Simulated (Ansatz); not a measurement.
# C: the cost of one run

Computed with Ansatz 0.2.0 (DFT PBEsol, scalar-relativistic, plane waves, PAW, unless a step's input says otherwise).

1 further run of the same task is left out (it didn't finish).

## Step 1: Starting point

Symmetry: P6_3/mmc, No. 194, hexagonal system. Conventional cell: a = 2.459 Å, b = 2.459 Å, c = 7.293 Å, α = 90.00°, β = 90.00°, γ = 120.00°. C (site symmetry -6m2) is surrounded by 3 C at 1.42 Å.

Coordinates:

```
CELL_PARAMETERS angstrom
2.45890 0.00000 0.00000
-1.22945 2.12947 0.00000
0.00000 0.00000 7.29341
ATOMIC_POSITIONS crystal
C 0.00000 0.00000 0.25000
C 0.00000 0.00000 0.75000
C 0.33333 0.66667 0.25000
C 0.66667 0.33333 0.75000
```

It goes back to an entry of the Materials Project.

This cell was relaxed beforehand with the same method: volume 9.55 Å³/atom, gap on the mesh none (metal).

The unstrained cell was computed beforehand with the same settings: E(σ→0) = -986.7637 eV for 4 atoms, gap none (metal).

## Step 2: The cell strained by -1.5 %

Input file input.yaml:

```yaml
crystal:
  lattice:
    - [2.4220156236, 0.0, 0.0]
    - [-1.2110078118, 2.0975270584, 0.0]
    - [0.0, 0.0, 7.3590499707]
  atoms:
    - { symbol: C, position: [0.0, 0.0, 0.25] }
    - { symbol: C, position: [0.0, 0.0, 0.75] }
    - { symbol: C, position: [0.3333333333, 0.6666666667, 0.25] }
    - { symbol: C, position: [0.6666666667, 0.3333333333, 0.75] }
basis:
  ecutwfc: 420
kpoints:
  mp_grid: { grid: [24, 24, 8] }
hamiltonian:
  xc: pbesol
scf:
  occupations: { method: gaussian, width: 0.1 }
output:
  forces: true
  stress: true
  eigenvalues: true
  write_density: true
  write_potential: true
  elf: true
  volumetric_format: npy
relax:
  adjacent_minimum: "off"
  f_tol: 0.008
  max_steps: 40
  cell: { stress_tol: 0.015, fix: [a, b, gamma] }
```

Run with:

```console
$ ansatz run input.yaml --threads 1 --pin off --max-ram 2560MiB --backend cpu --events-out ev --progress --plain --runs-dir out
```

Q: Estimate wall time and peak memory on 1 thread of Intel Xeon Platinum 8488C (Sapphire Rapids), shared host.

About 50 s, with a peak of 0.47 GiB.
